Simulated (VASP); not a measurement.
# MoS2 (R-3m) in VASP: notebook

One crystal, MoS2, is run at these levels: PBEsol; tasks: single point.

Program: VASP 6.6.1. These are calculated values, not measurements. Logs are shortened: lines on timing, memory, paths and dates and some standing lists are left out, and cuts for length are marked.

**1. The crystal as given**

It takes space group R-3m (No. 166, trigonal). The conventional cell has a = 3.171 Å, b = 3.171 Å, c = 18.345 Å, α = 90.00°, β = 90.00°, γ = 120.00°. Around Mo (site symmetry -3m) lie 6 S at 2.39 Å. S (site symmetry 3m) is surrounded by 3 Mo at 2.39 Å.

Measurements of this composition are mostly on another form, of space group No. 194.

**2. Single point, PBEsol, spin-orbit coupling, no magnetisation**

INCAR reads:

```
PREC = Accurate
ENCUT = 750
EDIFF = 1E-8
ISMEAR = 0
SIGMA = 0.02
LREAL = False
LASPH = True
NELM = 100
ALGO = Normal
ISIF = 2
LWAVE = False
LCHARG = False
MAGMOM = 0 0 0 0 0 0 0 0 0
LORBIT = 11
LSORBIT = True
GGA_COMPAT = False
LMAXMIX = 4
GGA = PS
NBANDS = 42
```

KPOINTS reads:

```
regular mesh
0
Gamma
  8 8 8
```

POSCAR reads:

```
MoS2
1.0
    1.5855000000      0.9153888518      6.1149966667
   -1.5855000000      0.9153888518      6.1149966667
    0.0000000000     -1.8307777036      6.1149966667
Mo S
1 2
Direct
    0.0000000000      0.0000000000      0.0000000000
    0.2500000000      0.2500000000      0.2500000000
    0.7500000000      0.7500000000      0.7500000000
```

Potentials or basis: VASP PAW PBE potentials, release 64 (Mo_sv, S).

Launch:

```console
cat potpaw_PBE.64/Mo_sv/POTCAR potpaw_PBE.64/S/POTCAR > POTCAR
mpirun -np 1 vasp_ncl > vasp.out
```

OUTCAR:

```text
PREC = Accurate
   ENCUT = 750
   EDIFF = 1E-8
   ISMEAR = 0
   LREAL = False
   LASPH = True
   NELM = 100
   ISIF = 2
   LORBIT = 11
   LSORBIT = True
   GGA = PS

 ion  position               nearest neighbor table
   1  0.000  0.000  0.000-   3 2.39   2 2.39   3 2.39   3 2.39   2 2.39   2 2.39
   2  0.250  0.250  0.250-   1 2.39   1 2.39   1 2.39
   3  0.750  0.750  0.750-   1 2.39   1 2.39   1 2.39

  LATTYP: Found a trigonal (rhomboedric) cell.
 ALAT       =     6.3831756386
 COS(alpha) =     0.8766074614

  Lattice vectors:

 A1 = (   1.5855000000,   0.9153888518,   6.1149966667)
 A2 = (  -1.5855000000,   0.9153888518,   6.1149966667)
 A3 = (   0.0000000000,  -1.8307777036,   6.1149966667)

Analysis of symmetry for initial positions (statically):
=====================================================================
 Subroutine PRICEL returns:
 Original cell was already a primitive cell.

 Routine SETGRP: Setting up the symmetry group for a
 trigonal (rhombohedral) supercell.

 Subroutine GETGRP returns: Found 12 space group operations
 (whereof 12 operations were pure point group operations)
 out of a pool of 12 trial point group operations.

The static configuration has the point symmetry D_3d.

Analysis of symmetry for dynamics (positions and initial velocities):
=====================================================================
 Subroutine PRICEL returns:
 Original cell was already a primitive cell.

 Routine SETGRP: Setting up the symmetry group for a
 trigonal (rhombohedral) supercell.

 Subroutine GETGRP returns: Found 12 space group operations
 (whereof 12 operations were pure point group operations)
 out of a pool of 12 trial point group operations.

The dynamic configuration has the point symmetry D_3d.

Analysis of structural, dynamic, and magnetic symmetry:
=====================================================================
 Subroutine PRICEL returns:
 Original cell was already a primitive cell.

 Routine SETGRP: Setting up the symmetry group for a
 trigonal (rhombohedral) supercell.

 Subroutine GETGRP returns: Found 12 space group operations
 (whereof 12 operations were pure point group operations)
 out of a pool of 12 trial point group operations.

The overall configuration has the point symmetry D_3d.

 Subroutine INISYM returns: Found 12 space group operations
 (whereof 12 operations are pure point group operations),
 and found     1 'primitive' translations

----------------------------------------------------------------------------------------

                                     Primitive cell

  volume of cell :      53.2500

  direct lattice vectors                    reciprocal lattice vectors
     1.585500000  0.915388852  6.114996667     0.315357931  0.182071986  0.054510796
    -1.585500000  0.915388852  6.114996667    -0.315357931  0.182071986  0.054510796
     0.000000000 -1.830777704  6.114996667     0.000000000 -0.364143973  0.054510796

  length of vectors
     6.383175639  6.383175639  6.383175639     0.368201385  0.368201385  0.368201385

  position of ions in fractional coordinates (direct lattice)
     0.000000000  0.000000000  0.000000000
     0.250000000  0.250000000  0.250000000
     0.750000000  0.750000000  0.750000000

  ion indices of the primitive-cell ions
   primitive index   ion index
                 1           1
                 2           2
                 3           3

----------------------------------------------------------------------------------------

 KPOINTS: regular mesh

Automatic generation of k-mesh.
 Grid dimensions read from file:
 generate k-points for:    8    8    8

 Generating k-lattice:

  Cartesian coordinates                     Fractional coordinates (reciprocal lattice)
     0.039419741  0.022758998  0.006813849     0.125000000  0.000000000  0.000000000
    -0.039419741  0.022758998  0.006813849     0.000000000  0.125000000  0.000000000
     0.000000000 -0.045517997  0.006813849     0.000000000  0.000000000  0.125000000

  Length of vectors
     0.046025173  0.046025173  0.046025173

  Shift w.r.t. Gamma in fractional coordinates (k-lattice)
     0.000000000  0.000000000  0.000000000

 Subroutine IBZKPT returns following result:
 ===========================================

 Found     65 irreducible k-points:

 Following reciprocal coordinates:
            Coordinates               Weight
  0.000000  0.000000  0.000000      1.000000
  0.125000  0.000000  0.000000      6.000000
  0.250000  0.000000  0.000000      6.000000
  0.375000  0.000000  0.000000      6.000000
  0.500000  0.000000  0.000000      3.000000
  0.125000  0.125000  0.000000      6.000000
[... 16 lines left out ...]
  0.250000  0.125000  0.125000      6.000000
  0.375000  0.125000  0.125000      6.000000
 [... further k-points ...]
   k-points           NKPTS =     65   k-points in BZ     NKDIM =     65   number of bands    NBANDS=     42
   number of dos      NEDOS =    301   number of ions     NIONS =      3
   total plane-waves  NPLWV = 216000
   dimension x,y,z NGX =    60 NGY =   60 NGZ =   60
   dimension x,y,z NGXF=   120 NGYF=  120 NGZF=  120
   ions per type =               1   2
   NGX,Y,Z   is equivalent  to a cutoff of  15.63, 15.63, 15.63 a.u.
   NGXF,Y,Z  is equivalent  to a cutoff of  31.25, 31.25, 31.25 a.u.
 SYSTEM =  unknown system
   PREC   = accura    normal or accurate (medium, high low for compatibility)
   ISTART =      0    job   : 0-new  1-cont  2-samecut
   ICHARG =      2    charge: 1-file 2-atom 10-const
   ISPIN  =      1    spin polarized calculation?
   LNONCOLLINEAR =      T non collinear calculations
   LSORBIT =      T    spin-orbit coupling
   LASPH  =      T    aspherical Exc in radial PAW
   ENCUT  =  750.0 eV  55.12 Ry    7.42 a.u.  14.25 14.25 14.25*2*pi/ulx,y,z
   NELM   =    100;   NELMIN=  2; NELMDL= -5     # of ELM steps
   EDIFF  = 0.1E-07   stopping-criterion for ELM
   LREAL  =      F    real-space projection
   EDIFFG = 0.1E-06   stopping-criterion for IOM
   NSW    =      0    number of steps for IOM
   IBRION =     -1    ionic relax: 0-MD 1-quasi-New 2-CG
   NFREE  =      0    steps in history (QN), initial steepest desc. (CG)
   ISIF   =      2    stress and relaxation
   ISYM   =      2    0-nonsym 1-usesym 2-fastsym
   POTIM  = 0.5000    time-step for ionic-motion
   TEBEG  =    0.0;   TEEND  =   0.0 temperature during run
   PSTRESS=    0.0 pullay stress
   NELECT =      26.0000    total number of electrons
   NUPDOWN=      -1.0000    fix difference up-down
   EMIN   =  10.00;   EMAX   =-10.00  energy-range for DOS
   EFERMI =   0.00;   METHOD = LEGACY
   ISMEAR =     0;   SIGMA  =   0.02  broadening in eV -4-tet -1-fermi 0-gaus
   EFERMI_NEDOS =   21; number of points for ismear=-14 and -15
   IALGO  =     38    algorithm
   IMIX   =      4    mixing-type and parameters
     AMIX     =   0.40;   BMIX     =  1.00
     AMIX_MAG =   1.60;   BMIX_MAG =  1.00
  volume/ion in A,a.u.               =      17.75       119.78
  Fermi-wavevector in a.u.,A,eV,Ry     =   1.289118  2.436081 22.610522  1.661826
  Thomas-Fermi vector in A             =   2.421031
   LORBIT       =     11    0 simple, 1 ext, 2 COOP (PROOUT), +10 PAW based schemes
   GGA     = PS    functional components
   LHFCALC =     F    Hartree Fock is set to
   AEXX    =    0.0000 exact exchange contribution
   IVDW    =     0    specifies the selected vdW correction
   LEPSILON=     F    determine dielectric tensor
   LRPA    =     F    only Hartree local field effects (RPA)
 Gauss-broadening in eV      SIGMA  =   0.02
  energy-cutoff  :      750.00
  volume of cell :       53.25
 maximum number of plane-waves:      5010
 NGX is ok and might be reduce to    60
   NGX = 29   NGY = 29   NGZ = 29

 number of electron      26.0000000 magnetization       0.0000000     -0.0000000     -0.0000000

 number of electron      26.0000000 magnetization       0.0000000      0.0000000      0.0000000

 number of electron      26.0000000 magnetization       0.0000000      0.0000000     -0.0000000

 Free energy of the ion-electron system (eV)
  ---------------------------------------------------
  ext. energy  EPLUGINS =         0.00000000
  ---------------------------------------------------
  free energy    TOTEN  =       -22.67950151 eV

  energy without entropy =      -22.67933295  energy(sigma->0) =      -22.67941723

 E-fermi :   7.6880     XC(G=0): -11.0044

 val. band max:        7.6548215957   @ k =   0.5000   0.5000   0.5000
 cond. band min:       7.7016766214   @ k =  -0.3750   0.2500   0.0000
 fundamental gap:      0.0468550257
 Fermi energy:         7.6880489146

 k-point     1 :       0.0000    0.0000    0.0000
  band No.  band energies     occupation
      1     -53.9764      1.00000
      2     -53.9764      1.00000
      3     -29.6629      1.00000
      4     -29.6629      1.00000
      5     -27.2747      1.00000
      6     -27.2747      1.00000
[... 973 lines left out ...]
     37      15.8810      0.00000
     38      15.8810      0.00000

 [... further k-points ...]

 [bands above 38 left out]

------------------------ aborting loop because EDIFF is reached ----------------------------------------

  FORCE on cell =-STRESS in cart. coord.  units (eV):
  Direction    XX          YY          ZZ          XY          YZ          ZX
  --------------------------------------------------------------------------------------
  -------------------------------------------------------------------------------------
  Total        0.4554172      0.4554172      2.0478431      0.0000000     -0.0000000      0.0000000
  in kB       13.7025270     13.7025270     61.6152081      0.0000000     -0.0000000      0.0000000
  external PRESSURE =      29.6734207 kB  Pullay stress =       0.0000000 kB

 VOLUME and BASIS-vectors are now :
 -----------------------------------------------------------------------------
  energy-cutoff  :      750.00
  volume of cell :       53.25
      direct lattice vectors                 reciprocal lattice vectors
     1.585500000  0.915388852  6.114996667     0.315357931  0.182071986  0.054510796
    -1.585500000  0.915388852  6.114996667    -0.315357931  0.182071986  0.054510796
     0.000000000 -1.830777704  6.114996667     0.000000000 -0.364143973  0.054510796

 POSITION                                       TOTAL-FORCE (eV/Angst)
 -----------------------------------------------------------------------------------
      0.00000      0.00000      0.00000         0.000000     -0.000000     -0.000000
      0.00000      0.00000      4.58625         0.000000     -0.000000     -0.760387
      0.00000      0.00000     13.75874         0.000000      0.000000      0.760387
 -----------------------------------------------------------------------------------
    total drift:                               -0.000000     -0.000000      0.000000

  FREE ENERGIE OF THE ION-ELECTRON SYSTEM (eV)
  ---------------------------------------------------
  free  energy   TOTEN  =       -22.6795015105 eV

  energy  without entropy=      -22.6793329540  energy(sigma->0) =      -22.67941723

 Spin-Orbit-Coupling matrix elements

 Ion:    1  E_soc:     -0.1971095
 l=   1
     0.0000000    -0.0295904    -0.0293959
    -0.0295904     0.0000000    -0.0295904
    -0.0293959    -0.0295904     0.0000000
 l=   2
     0.0000000    -0.0005330     0.0000000    -0.0005330    -0.0032440
    -0.0005330     0.0000000    -0.0021363    -0.0003296    -0.0005330
     0.0000000    -0.0021363     0.0000000    -0.0021363     0.0000000
    -0.0005330    -0.0003296    -0.0021363     0.0000000    -0.0005330
    -0.0032440    -0.0005330     0.0000000    -0.0005330     0.0000000
 l=   3
     0.0000000     0.0000000     0.0000000     0.0000000     0.0000000     0.0000000     0.0000000
     0.0000000     0.0000000     0.0000000     0.0000000     0.0000000     0.0000000     0.0000000
     0.0000000     0.0000000     0.0000000     0.0000000     0.0000000     0.0000000     0.0000000
     0.0000000     0.0000000     0.0000000     0.0000000     0.0000000     0.0000000     0.0000000
[... 29 lines left out ...]
 l=   2
     0.0000000     0.0000000     0.0000000     0.0000000     0.0000000
     0.0000000     0.0000000     0.0000000     0.0000000     0.0000000
     0.0000000     0.0000000     0.0000000     0.0000000     0.0000000
     0.0000000     0.0000000     0.0000000     0.0000000     0.0000000
     0.0000000     0.0000000     0.0000000     0.0000000     0.0000000
 l=   3
     0.0000000     0.0000000     0.0000000     0.0000000     0.0000000     0.0000000     0.0000000
     0.0000000     0.0000000     0.0000000     0.0000000     0.0000000     0.0000000     0.0000000
     0.0000000     0.0000000     0.0000000     0.0000000     0.0000000     0.0000000     0.0000000
     0.0000000     0.0000000     0.0000000     0.0000000     0.0000000     0.0000000     0.0000000
     0.0000000     0.0000000     0.0000000     0.0000000     0.0000000     0.0000000     0.0000000
     0.0000000     0.0000000     0.0000000     0.0000000     0.0000000     0.0000000     0.0000000
     0.0000000     0.0000000     0.0000000     0.0000000     0.0000000     0.0000000     0.0000000

 total charge

# of ion       s       p       d       tot
------------------------------------------
    1        2.308   6.236   3.974  12.518
    2        1.360   2.320   0.000   3.680
    3        1.360   2.320   0.000   3.680
--------------------------------------------------
tot          5.027  10.877   3.974  19.878

 magnetization (x)

# of ion       s       p       d       tot
------------------------------------------
    1        0.000  -0.000   0.000   0.000
    2        0.000   0.000   0.000   0.000
    3        0.000   0.000   0.000   0.000
--------------------------------------------------
tot          0.000   0.000   0.000   0.000

 magnetization (y)

# of ion       s       p       d       tot
------------------------------------------
    1        0.000  -0.000   0.000   0.000
    2        0.000   0.000   0.000   0.000
    3        0.000   0.000   0.000   0.000
--------------------------------------------------
tot          0.000  -0.000   0.000   0.000

 magnetization (z)

# of ion       s       p       d       tot
------------------------------------------
    1        0.000   0.000   0.000   0.000
    2        0.000   0.000   0.000   0.000
    3        0.000   0.000   0.000   0.000
--------------------------------------------------
tot          0.000   0.000   0.000   0.000
```

Run time: 24 min. Hardware: 1 thread of AMD EPYC 9R45 (Zen 5), shared host; peak memory 1.4 GiB.

Results:

```yaml
Free_energy: -22.6795 eV
Pressure: 3.0 GPa
Largest_force: 0.760 eV/Å
Valence_electrons_inside_the_program's_atomic_spheres: Mo 12.52; S 3.68
```

Forces in eV/Å, atoms in the order of the input:
```
Mo   0.000  0.000  0.000
S    0.000  0.000 -0.760
S    0.000  0.000  0.760
```

Stress tensor (GPa, compression positive):
```
1.37 0.00 0.00
0.00 1.37 0.00
0.00 0.00 6.16
```

Caveat: the PAW data sets were made with another functional, which shifts forces and pressure a little; the cell's inner coordinates are idealised or old, which leaves forces on the atoms.

[end of part 1 of 2]
